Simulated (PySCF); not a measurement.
Molecule: urea (SMILES NC(N)=O).

Geometry:
```tsv
atom	x (Å)	y (Å)	z (Å)
N1	0.920	-0.300	0.685
C2	0.166	0.458	-0.171
N3	-1.055	-0.074	-0.493
O4	0.552	1.522	-0.613
H5	0.625	-1.183	1.070
H6	1.824	0.067	0.940
H7	-1.632	0.462	-1.123
H8	-1.401	-0.952	-0.139
```

Geometry PBE0-D3(BJ)/def2-SVP throughout; GIAO in PySCF 2.14, gas phase, one conformer, non-relativistic; equivalent atoms averaged; functional PBE0.

For orientation, 6-31G gives these absolute shieldings σ: N1/N3 190.3, C2 53.1, O4 10.7, H5/H6/H7/H8 29.83 ppm.

A run gave: N1/N3 178.6, C2 28.4, O4 10.8, H5/H6/H7/H8 28.24 ppm (absolute shieldings σ).

**Question.** Which basis set was used in that run?
A. aug-cc-pVDZ
B. 6-311+G(2d,p)
C. cc-pVDZ
D. pcSseg-0
E. STO-3G

**Answer.** B. O4 tells them apart best: 6-311+G(2d,p) gives 10.8, STO-3G gives 36.8, aug-cc-pVDZ gives 34.3, cc-pVDZ gives 33.1, pcSseg-0 gives -22.7 ppm.
